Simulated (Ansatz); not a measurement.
Zincblende BeSe, relaxed with r2SCAN. The symmetry is F-43m (No. 216, cubic); a = 5.162 Å in the conventional setting, 17.19 Å³ an atom. Be is surrounded by 4 Se at 2.24 Å; Se is surrounded by 4 Be at 2.24 Å.

```yaml
crystal:
  lattice:
    - [0.00000, 2.58104, 2.58104]
    - [2.58104, 0.00000, 2.58104]
    - [2.58104, 2.58104, 0.00000]
  atoms:
    - { symbol: Be, position: [0.00000, 0.00000, 0.00000] }
    - { symbol: Se, position: [0.25000, 0.25000, 0.25000] }
```

The questions ask for values computed with the PAW code Ansatz on this geometry. No magnetic order and no zero-point or thermal motion.

Given (8×8×8 mesh): With PBE the valence top lies at Γ and the conduction bottom at X, 2.66 eV higher; the smallest vertical gap, at Γ, is 4.29 eV.

(1) What does PBE+SOC give for the gap (8×8×8 mesh)?

(2) Estimate the gap with r2SCAN on 8×8×8.

(3) Estimate the gap with HSE06 on 6×6×6.

(4) Estimate the gap with PBE0 on 6×6×6.

(5) What does G0W0@PBE with 102 empty bands, a screening cutoff of 120 eV and a 6×6×6 mesh give?

(6) What are ε∞ and the Born charges with r2SCAN?

## Answers

(1) The PBE+SOC gap is indirect, 2.51 eV (Γ to X), below the direct gap of 4.15 eV at Γ. The gap differs by -0.15 eV from PBE's.

(2) The r2SCAN gap is indirect, 3.12 eV (Γ to X), below the direct gap of 5.04 eV at Γ. The gap differs by +0.46 eV from PBE's.

(3) HSE06 gives an indirect gap of 3.49 eV, from Γ to X; the least direct gap is 5.38 eV at Γ. The gap differs by +0.83 eV from PBE's.

(4) PBE0 gives an indirect gap of 4.17 eV, from Γ to X; the least direct gap is 6.05 eV at Γ. The gap differs by +1.51 eV from PBE's.

(5) 3.75 eV (the shift on the mesh added to PBE's least gap). The quasiparticle gap on this mesh is 3.75 eV (Γ to X), against 2.65 eV from PBE: +1.10 eV. Renormalisation factors Z lie between 0.78 and 0.82. The G0W0 figures hold for the stated bands, cutoff and mesh and aren't extrapolated.

(6) The electronic dielectric tensor ε∞ is 5.57 in all directions. Born charges, averaged over directions: Be +1.63, Se -1.63 e.

Only the levels marked +SOC include spin-orbit coupling.

The meshes of the hybrids are coarse, so their gaps aren't converged to the digits shown.
